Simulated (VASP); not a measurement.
A run of VASP 6.6.1 is set up as follows.

The input INCAR:

```
PREC = Accurate ; ENCUT = 600
EDIFF = 1E-7 ; ISMEAR = 1
SIGMA = 0.1 ; LREAL = False
LASPH = True ; NELM = 80
ALGO = Normal ; ISIF = 4
LWAVE = False ; LCHARG = False
GGA = PS ; IBRION = 2
NSW = 40 ; EDIFFG = -0.01
```

Contents of KPOINTS:

```
Automatic mesh
0
Gamma
  15 15 8
```

File POSCAR:

```
Ti                                      
1.0
    2.8628776362      0.0000000000      0.0000000000
   -1.4314388181      2.4793247609      0.0000000000
    0.0000000000      0.0000000000      4.5131821063
  Ti            
     2
Direct
     0.3333333332999970    0.6666666667000030    0.2500000000000000
     0.6666666667000030    0.3333333332999970    0.7500000000000000
```

Potentials or basis: VASP PAW PBE potentials, release 64 (Ti_sv).

Launch:

```console
$ cat potpaw_PBE.64/Ti_sv/POTCAR > POTCAR
$ mpirun -np 1 vasp_std > vasp.out
```

Problem. What does it give for the band gap on the k mesh?

Solution. None (metal or under the smearing width).

Final structure:
```
Ti
1.0
     2.86288    0.00000    0.00000
    -1.43144    2.47932    0.00000
     0.00000    0.00000    4.51318
Ti
2
Direct
  0.33333 0.66667 0.25000
  0.66667 0.33333 0.75000
```

Caveat: the relaxation stopped at its first step, so nothing moved.
